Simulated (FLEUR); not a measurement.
Runs of FLEUR MaX-R8.1 (later development tree) on BP. Symmetry: F-43m, No. 216, cubic system. Conventional cell: a = 4.538 Å, b = 4.538 Å, c = 4.538 Å, α = 90.00°, β = 90.00°, γ = 90.00°. P (site symmetry -43m) is surrounded by 4 B at 1.97 Å. B (site symmetry -43m) has 4 P at 1.97 Å as nearest neighbours. 

```tsv
task	level	gmax	muffin-tin radii	max iterations	mixing factor	mixer	kmax	gap on the mesh (eV)	V0 of scaled cells (Å³/atom)	B0 (GPa)
equation of state	PBEsol	17 1/bohr	P 1.79, B 1.55 bohr	-	-	-	5.47 1/bohr	-	11.54	169
band structure	LDA	16.5 1/bohr	P 1.84, B 1.6 bohr	60	0.05	Anderson	5.33 1/bohr	(a)	-	-
band structure	r2SCAN	16.5 1/bohr	P 1.84, B 1.6 bohr	80	0.05	Anderson	5.33 1/bohr	1.42	-	-
equation of state	r2SCAN	17 1/bohr	P 1.79, B 1.55 bohr	-	-	-	5.47 1/bohr	-	(b)	169
band structure	PBEsol	16.5 1/bohr	P 1.84, B 1.6 bohr	60	0.05	Anderson	5.33 1/bohr	1.14	-	-
```

Alike in all rows: potentials or basis all-electron, FLAPW; no spin polarisation; cell as given; k mesh 10 × 10 × 10; smearing fermi-dirac 0.05 eV.

Task: Estimate the missing entries.

Result: (a) 1.19; (b) 11.67.

Caveats: the meta-GGA is that of a development version, with a GGA for the radial functions and cores and without core tails (some runs).

